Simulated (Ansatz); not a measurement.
**Ru under changes of volume**

One of the cells (13.575 Å³/atom); the others are scaled copies at fixed shape and fractional positions:

```
Ru
1.0
     2.70580    0.00000    0.00000
    -1.35290    2.34329    0.00000
     0.00000    0.00000    4.28190
Ru
2
Direct
  0.66667 0.33333 0.75000
  0.33333 0.66667 0.25000
```

```yaml
Program: Ansatz 0.2.0
Functional: PBEsol
Potentials_or_basis: Ansatz PAW
Cutoff: "420 eV (not typed: the program's choice for these potentials)"
k_mesh: 11 × 11 × 6
Occupations: fermi-dirac, width 0.05 eV
Spin: no spin polarisation
```

```tsv
volume (Å³/atom)	energy over the lowest point (meV/atom)	pressure (GPa)
12.760	27.67	16.6
13.032	?	?
13.303	0.00	0.5
13.575	5.05	-6.2
13.846	20.84	-12.2
14.118	46.17	-17.5
14.389	79.96	-22.2
```

**Question.** What does the run at 13.032 Å³/atom give?

**Answer.** Energy over the lowest point 7.04 meV/atom; pressure 8.1 GPa.

Worked out: A Birch-Murnaghan fit of order 3 (a polynomial in V^(-2/3)) to the other rows has its minimum at 13.32 Å³/atom with B0 = V·E''(V) = 347 GPa and B' = 4.8 at fixed shape and positions, which overstates the stiffness. It gives 7.02 meV/atom at 13.032 Å³/atom, against the run's 7.04, and -dE/dV = 8.0 GPa, against 8.1.

Energies are extrapolated to zero smearing.

Caveats: the PAW data sets come from PBE, with cores solved anew for the run's functional, which leaves a small shift of forces and pressure.
